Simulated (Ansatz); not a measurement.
Runs of Ansatz 0.2.0 on Si2Mo. It takes space group P6_222 (No. 180, hexagonal). The conventional cell has a = 4.585 Å, b = 4.585 Å, c = 6.580 Å, α = 90.00°, β = 90.00°, γ = 120.00°. Around Mo (site symmetry 222) lie 10 Si at 2.57 to 2.67 Å. Si (site symmetry 2) is surrounded by 5 Si at 2.55 to 2.67 Å and 5 Mo at 2.57 to 2.67 Å. Measurements of this composition are mostly on another form, of space group No. 139.

```tsv
task	level	cell	k mesh	cutoff (eV)	smearing	points for each segment of the path	gap on the mesh (eV)	pressure (GPa)	largest force (eV/Å)
single point	PBE	as given	7 × 7 × 4	420	gaussian 0.013 eV	-	0.27	3.5	0.01
single point	PBE	as given	7 × 7 × 4	420	gaussian 0.014 eV	-	0.27	3.5	0.01
band structure	r2SCAN	as given	7 × 7 × 4	500	fermi-dirac 0.05 eV	10	0.37	(a)	-
relaxation of cell and atoms	PBE	relaxed	5 × 5 × 3	420	fermi-dirac 0.05 eV	-	0.60	0.0	-
```

Alike in all rows: potentials or basis Ansatz PAW; no spin polarisation.

Task: Estimate the missing entries.

Result: (a) -0.2.

Caveats: odd divisions of the mesh miss points on the zone boundary, where band edges often lie, so the gap on the mesh can be too wide (some runs); the k mesh misses the band edges, so the gap on the mesh is wider than the one along the path (some runs); the PAW data sets come from PBE, with cores solved anew for the run's functional, which leaves a small shift of forces and pressure (some runs); the plane-wave basis is chosen anew once the cell has moved, so the energies of steps on either side of that aren't comparable (some runs).

A k mesh can miss the band edges, and the runs leave out spin-orbit coupling on Mo.
